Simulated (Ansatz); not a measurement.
# CuO: how well frozen cores do

The same cell of CuO is computed with full-potential LAPW, PAW with frozen cores and all-electron PAW on datasets made for the crystal, to set the results side by side. The cell is first relaxed from a guess with PAW; it needn't be the stable phase of this composition.

Method: DFT PBE, scalar-relativistic, in Ansatz 0.2.0.

1 further run of the same task is left out (it didn't finish).

## 1. Starting point

The structure is cubic, space group Fm-3m (No. 225). The conventional cell has a = 4.465 Å, b = 4.465 Å, c = 4.465 Å, α = 90.00°, β = 90.00°, γ = 90.00°. Cu (site symmetry m-3m) has 6 O at 2.23 Å as nearest neighbours. O (site symmetry m-3m) is surrounded by 6 Cu at 2.23 Å.

As a file:

```xyz
2
Lattice="0.0000 2.2323 2.2323 2.2323 0.0000 2.2323 2.2323 2.2323 0.0000" Properties=species:S:1:pos:R:3 pbc="T T T"
Cu    0.0000    0.0000    0.0000
O     2.2323    2.2323    2.2323
```

Atoms are numbered in the order of the input: Cu1, O2.

## 2. Relaxing the guess with PAW

input.yaml

```yaml
crystal:
  lattice:
    - [0.0, 2.2322827293, 2.2322827293]
    - [2.2322827293, 0.0, 2.2322827293]
    - [2.2322827293, 2.2322827293, 0.0]
  atoms:
    - { symbol: Cu, position: [0.0, 0.0, 0.0] }
    - { symbol: O, position: [0.5, 0.5, 0.5] }
kpoints:
  mp_grid: { grid: [16, 16, 16] }
scf:
  occupations: { method: fermi_dirac, width: 0.08 }
hamiltonian:
  xc: pbe
  pseudopotentials: { kind: paw }
output:
  forces: true
  stress: true
  write_density: true
  write_potential: true
  elf: true
  volumetric_format: npy
relax:
  f_tol: 0.005
  max_steps: 80
  cell: {}
```

The run is started by

```console
> ansatz run input.yaml --threads 1 --pin off --max-ram 2048MiB --backend cpu --events-out ev --progress --plain --runs-dir out
```

The runs that follow: Full-potential LAPW; PAW with frozen cores; All-electron PAW on datasets made for the crystal.

Q: Predict the outcome of this session. Wanted: pressure; gap; Bader charges; highest ELF.

As calculated:

| quantity | value |
| --- | --- |
| pressure | LAPW -0.06, PAW 0.00, crystal datasets -0.06 GPa |
| gap (LAPW) | none |
| Bader charges (PAW) | Cu1 +1.06, O2 -1.06 e |
| highest ELF (PAW) | 0.82, 0.58 Å from O |

**Reading.** The pressure is within half a GPa of zero, so the volume is close to equilibrium at this level. The count of 27 electrons in bands leaves a band partly filled, so there is no gap. Within 0.3 eV of the Fermi level the largest projected share is Cu 3d (57 %). The projection holds only the free atom's occupied shells (Cu 4s, Cu 3d, O 2s, O 2p in this range). PAW lies +0.06 GPa from LAPW in pressure. CuO has an odd count of electrons, so a run without spin can force a false metal and spoil its energy. No U acts on the open 3d shell, so the metal found here may be the functional's error.
